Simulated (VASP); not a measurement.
Crystal: TaS2.

```
CELL_PARAMETERS angstrom
3.35000 0.00000 0.00000
-1.67500 2.90119 0.00000
0.00000 0.00000 5.86000
ATOMIC_POSITIONS crystal
Ta 0.00000 0.00000 0.00000
S 0.66667 0.33333 0.75000
S 0.33333 0.66667 0.25000
```

| Item | Value |
| --- | --- |
| Program | VASP 6.6.1 |
| Task | relaxation of cell and atoms |
| Functional | revPBE |
| Dispersion | D4 |
| Potentials or basis | VASP PAW PBE potentials, release 64 (Ta_pv, S) |
| Cutoff | 600 eV |
| k mesh | 9 × 9 × 5 |
| Occupations | fermi-dirac, width 0.05 eV |
| Spin | no spin polarisation |

At the start: pressure 5.5 GPa; volume 18.98 Å³/atom.

**Question.** Where does the relaxation end?

**Answer.** Over 16 steps the energy falls by 33.9 meV/atom and the volume is 18.46 Å³/atom (-2.8 %); space group P-3m1 (No. 164, to 0.05 Å).

Step by step:
```
step  energy change (eV)  largest force (eV/Å)  pressure (GPa)  volume (Å³)
   1              0.0000                1.2952            5.51        56.95
   2              0.1159                1.2464          -10.70        62.50
   3             -0.0685                0.2275           -1.58        58.96
   4             -0.0686                0.2592           -1.38        58.89
   5             -0.0842                0.1546           -0.67        57.99
   6             -0.0864                0.1008           -0.30        57.53
   7             -0.0899                0.1453            0.09        57.14
   8             -0.0951                0.2795            1.37        55.95
   9             -0.0962                0.2560            1.22        55.92
  10             -0.0990                0.1852            0.79        55.82
  11             -0.1015                0.0444           -0.03        55.62
  12             -0.1016                0.0241           -0.14        55.59
  13             -0.1016                0.0205           -0.14        55.56
  14             -0.1018                0.0098           -0.07        55.47
  15             -0.1018                0.0116            0.03        55.31
  16             -0.1018                0.0025           -0.01        55.38
```

Final structure:
```
CELL_PARAMETERS angstrom
3.32923 0.00000 0.00000
-1.66461 2.88320 0.00000
0.00000 0.00000 5.76920
ATOMIC_POSITIONS crystal
Ta 0.00000 0.00000 0.00000
S 0.66667 0.33333 0.73208
S 0.33333 0.66667 0.26792
```

Caveat: the PAW data sets were made with another functional, which shifts forces and pressure a little.
